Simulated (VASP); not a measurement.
Bi: equation of state with PBEsol

The system is Bi.

```xyz
2
Lattice="3.4886 -3.1326 0.0000 3.4886 3.1326 0.0000 -1.2602 0.0000 3.1136" Properties=species:S:1:pos:R:3 pbc="T T T"
Bi    4.1738    0.0000    2.6695
Bi    1.5432    0.0000    0.4440
```

This isn't the form of Bi at room conditions, which is rhombohedral.

| Property | Result |
| --- | --- |
| Program | VASP 6.6.1 |
| Task | equation of state |
| Functional | PBEsol |
| Potentials or basis | VASP PAW PBE potentials, release 64 (Bi_d) |
| Cutoff | 520 eV |
| k mesh | 6 × 6 × 9 |
| Occupations | fermi-dirac, width 0.05 eV |
| Spin | no spin polarisation |

```json
{"Equilibrium volume": "32.38 Å³/atom", "Bulk modulus at fixed shape and positions": "56 GPa", "Pressure derivative of the bulk modulus": "4.7"}
```

Energy against volume, from the lowest point:
```csv
volume (Å³/atom),energy (meV/atom)
31.984,0.47
32.665,0.00
33.345,4.26
34.026,12.71
34.706,24.88
35.387,40.37
36.067,58.78
```

All runs of the series together: 4.3 min on 1 thread of Intel(R) Xeon(R) 6975P-C (Granite Rapids), with other jobs on the host.

Caveat: the cell was scaled at fixed shape and fractional positions, which overstates the stiffness of a crystal with free parameters, most of all of layers and chains; the PAW data sets were made with another functional, which shifts forces and pressure a little.
